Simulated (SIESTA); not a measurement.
Runs of SIESTA 5.4.2 on BaTiO3. It takes space group Pm-3m (No. 221, cubic). Conventional cell: a = 4.006 Å, b = 4.006 Å, c = 4.006 Å, α = 90.00°, β = 90.00°, γ = 90.00°. Ba (site symmetry m-3m) has 12 O at 2.83 Å as nearest neighbours. Ti (site symmetry m-3m) has 6 O at 2.00 Å as nearest neighbours. O (site symmetry 4/mmm) is surrounded by 2 Ti at 2.00 Å. 

| task | level | potentials or basis | k mesh | gap on the mesh (eV) | pressure (GPa) | V0 of scaled cells (Å³/atom) | B0 (GPa) |
| --- | --- | --- | --- | --- | --- | --- | --- |
| band structure | vdW-DF-cx | PseudoDojo 0.4 standard (PBE files), DZP (energy shift 0.003 Ry; two zetas on semicore shells; d shell added on Ba) | 7 × 7 × 7 | 1.75 | -1.1 | - | - |
| equation of state | PBEsol | PseudoDojo 0.4 standard (PBEsol files), DZP (energy shift 0.003 Ry; two zetas on semicore shells; d shell added on Ba) | 5 × 5 × 5 | - | - | 12.68 | 180 |
| equation of state | PBEsol | PseudoDojo 0.4 standard (PBEsol files), DZP (energy shift 0.003 Ry; two zetas on semicore shells; d shell added on Ba) | 7 × 7 × 7 | - | - | 12.68 | 180 |
| band structure | PBE | PseudoDojo 0.4 standard (PBE files), DZP (energy shift 0.003 Ry; two zetas on semicore shells; d shell added on Ba) | 7 × 7 × 7 | 1.74 | 3.8 | - | - |
| equation of state | LDA | PseudoDojo 0.4 standard (LDA files), DZP (energy shift 0.003 Ry; two zetas on semicore shells; d shell added on Ba) | 5 × 5 × 5 | - | - | (a) | (c) |
| band structure | LDA | PseudoDojo 0.4 standard (LDA files), DZP (energy shift 0.003 Ry; two zetas on semicore shells; d shell added on Ba) | 7 × 7 × 7 | 1.68 | -7.1 | - | - |
| band structure | PBEsol | PseudoDojo 0.4 standard (PBEsol files), DZP (energy shift 0.003 Ry; two zetas on semicore shells; d shell added on Ba) | 7 × 7 × 7 | 1.71 | (b) | - | - |
| band structure | AM05 | PseudoDojo 0.4 standard (PBEsol files), DZP (energy shift 0.003 Ry; two zetas on semicore shells; d shell added on Ba) | 7 × 7 × 7 | 1.71 | -1.7 | - | - |

Alike in all rows: no spin polarisation; cell as given; smearing fermi-dirac 0.05 eV; grid cutoff 800 Ry; energy shift 0.003 Ry.

**Question.** Fill in the values left out.

**Answer.** (a) 12.36; (b) -2.4; (c) 197.

Caveats: this set's barium file shifts pressures by up to 1 GPa against other sets; the basis of atomic orbitals isn't converged, which shifts pressures, moduli and gaps; spin-orbit coupling is left out, which moves the levels of the heavy elements (some runs); the potentials were made for another functional, which shifts forces and pressure (some runs).

A k mesh can miss the band edges, and the runs leave out spin-orbit coupling on Ba.

Not every run made on this cell is shown here.
